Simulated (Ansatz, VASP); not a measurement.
## Two plane-wave programs on ZrC

Contents of INCAR:

```
ALGO = Normal
EDIFF = 1E-6
ENCUT = 520
GGA = PE
ISIF = 2
ISMEAR = -1
LASPH = True
LCHARG = True
LELF = True
LREAL = False
LVHAR = True
LWAVE = False
NBANDS = 24
NELM = 100
PREC = Accurate
SIGMA = 0.05
```

File KPOINTS:

```
k-points
0
Gamma
  9 9 5
```

File POSCAR:

```
ZrC
1.0
    3.4579926937      0.0000000000      0.0000000000
   -1.7289963468      2.9947095188      0.0000000000
    0.0000000000      0.0000000000      5.3938058701
Zr C
2 2
Direct
    0.6666666667      0.3333333333      0.7500000000
    0.3333333333      0.6666666667      0.2500000000
    0.0000000000      0.0000000000      0.5000000000
    0.0000000000      0.0000000000      0.0000000000
```

File input.yaml:

```yaml
crystal:
  lattice:
    - [3.4579926937, 0.0, 0.0]
    - [-1.7289963468, 2.9947095188, 0.0]
    - [0.0, 0.0, 5.3938058701]
  atoms:
    - { symbol: Zr, position: [0.6666666667, 0.3333333333, 0.75] }
    - { symbol: Zr, position: [0.3333333333, 0.6666666667, 0.25] }
    - { symbol: C, position: [0.0, 0.0, 0.5] }
    - { symbol: C, position: [0.0, 0.0, 0.0] }
hamiltonian:
  xc: pbe
  pseudopotentials: { kind: paw }
kpoints:
  mp_grid: { grid: [9, 9, 5] }
scf:
  occupations: { method: fermi_dirac, width: 0.05 }
output:
  forces: true
  stress: true
  eigenvalues: true
```

The cell comes from a database or a generator and needn't be the stable form of this composition.

Alike in both runs: task single point; functional PBE; k mesh 9 × 9 × 5; occupations fermi-dirac, width 0.05 eV; no spin polarisation.

```csv
,VASP,Ansatz
version,VASP 6.6.1,Ansatz 0.2.0
potentials or method,"VASP PAW PBE potentials, release 64 (Zr_sv, C)",Ansatz PAW
plane-wave cutoff (eV),520,420
valence electrons in the cell,32,32
```

```tsv
	VASP	Ansatz	Ansatz less VASP
gap on the k mesh at the Fermi level (eV)	none	none	-
pressure (GPa)	-12.9	-13.1	-0.19
largest component of the traceless stress (GPa)	1.90	1.91	+0.008
```

A gap of «none» marks a metal or a gap that the smearing closes.
